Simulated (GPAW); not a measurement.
Runs of GPAW 26.7.0 on Si. The structure is cubic, space group Fd-3m (No. 227). The conventional cell has a = 5.444 Å, b = 5.444 Å, c = 5.444 Å, α = 90.00°, β = 90.00°, γ = 90.00°. Si (site symmetry -43m) is surrounded by 4 Si at 2.36 Å. 

| task | level | potentials or basis | cell | k mesh | cutoff (eV) | smearing | optimizer | fmax | max steps | convergence | band path | gap on the mesh (eV) | pressure (GPa) | V0 of scaled cells (Å³/atom) | B0 (GPa) |
| --- | --- | --- | --- | --- | --- | --- | --- | --- | --- | --- | --- | --- | --- | --- | --- |
| single point | PBEsol | PAW data sets generated in the run's folder for this functional, pw | as given | 8 × 8 × 8 | 600 | gaussian 0.1 eV | - | - | - | - | - | 0.52 | (d) | - | - |
| relaxation of cell and atoms | LDA | the program's PAW data sets (release 1.2.1) made for this functional, pw | relaxed | 8 × 8 × 8 | 600 | fermi-dirac 0.05 eV | BFGS | 0.02 eV/Å | 40 | density=1e-05 forces=0.0001 | - | (c) | 0.0 | - | - |
| band structure | vdW-DF | GPAW PAW data sets (gpaw-data 1.2.1), pw | as given | 8 × 8 × 8 | 600 | fermi-dirac 0.05 eV | - | - | - | - | GXWKGLUWLK,UX | 0.84 | - | - | - |
| equation of state | SOGGA | PAW data sets generated in the run's folder for this functional, pw | as given | 8 × 8 × 8 | 600 | fermi-dirac 0.05 eV | - | - | - | - | - | - | - | 20.08 | 94 |
| equation of state | RPBE+D4 | the program's PAW data sets (release 1.2.1) made for this functional, pw | as given | 8 × 8 × 8 | 600 | fermi-dirac 0.05 eV | - | - | - | - | - | - | - | 19.61 | 97 |
| equation of state | revPBE+D4 | the program's PAW data sets (release 1.2.1) made for this functional, pw | as given | 8 × 8 × 8 | 600 | fermi-dirac 0.05 eV | - | - | - | - | - | - | - | 19.69 | 97 |
| band structure | PBE | SG15 ONCV 1.2, pw | as given | 8 × 8 × 8 | 1100 | fermi-dirac 0.05 eV | - | - | - | - | GXWKGLUWLK,UX | 0.61 | 1.7 | - | - |
| equation of state | PBE+D4 | GPAW PAW data sets (gpaw-data 1.2.1), pw | as given | 8 × 8 × 8 | 600 | fermi-dirac 0.05 eV | - | - | - | - | - | - | - | (a) | 94 |
| single point | PBE | GPAW PAW data sets (gpaw-data 1.2.1), pw | as given | 8 × 8 × 8 | 600 | gaussian 0.028 eV | - | - | - | - | - | 0.62 | (b) | - | - |
| single point | LDA | the program's PAW data sets (release 1.2.1) made for this functional, pw | cell strained at random at fixed volume | 8 × 8 × 8 | 600 | gaussian 0.01 eV | - | - | - | - | - | 0.34 | -1.7 | - | - |

Alike in all rows: no spin polarisation.

Estimate the missing entries.

(a) 19.96; (b) 1.6; (c) 0.50; (d) -0.3.

Caveats: later steps reuse the first step's grids (some runs); the PAW data sets were made with another functional, which shifts forces and pressure a little (some runs).

A k mesh can miss the band edges.

Not every run made on this cell is shown here.
